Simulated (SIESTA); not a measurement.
Al2Au under changes of volume

One of the cells (18.000 Å³/atom); the others are scaled copies at fixed shape and fractional positions:

```
Au Al
1.0
     0.00000    3.00000    3.00000
     3.00000    0.00000    3.00000
     3.00000    3.00000    0.00000
Au Al
1 2
Cartesian
  0.0000 0.0000 0.0000
  4.5000 4.5000 4.5000
  1.5000 1.5000 1.5000
```

* Program: SIESTA 5.4.2
* Functional: LDA
* Potentials or basis: PseudoDojo 0.4 standard (LDA files)
* Basis: DZP (energy shift 0.003 Ry; two zetas on semicore shells)
* Grid cutoff: 800 Ry
* Energy shift: 0.003 Ry
* k mesh: 8 × 8 × 8
* Occupations: fermi-dirac, width 0.05 eV
* Spin: no spin polarisation

```csv
volume (Å³/atom),energy over the lowest point (meV/atom),pressure (GPa)
16.920,11.40,5.5
17.280,2.60,2.6
17.640,0.00,-0.1
18.000,2.94,-2.4
18.360,10.75,-4.4
18.720,?,?
19.080,38.65,-7.8
```

Q: What does the run at 18.720 Å³/atom give?

A: Energy over the lowest point 22.83 meV/atom; pressure -6.2 GPa.

Worked out: A Birch-Murnaghan fit of order 3 (a polynomial in V^(-2/3)) to the other rows has its minimum at 17.62 Å³/atom with B0 = V·E''(V) = 121 GPa and B' = 5.2. It gives 22.81 meV/atom at 18.720 Å³/atom, against the run's 22.83, and -dE/dV = -6.2 GPa, against -6.2.

Energies are extrapolated to zero smearing.

Caveats: short orbitals over semicore shells can move pressures by several GPa; the basis of atomic orbitals isn't converged, which shifts pressures, moduli and gaps.
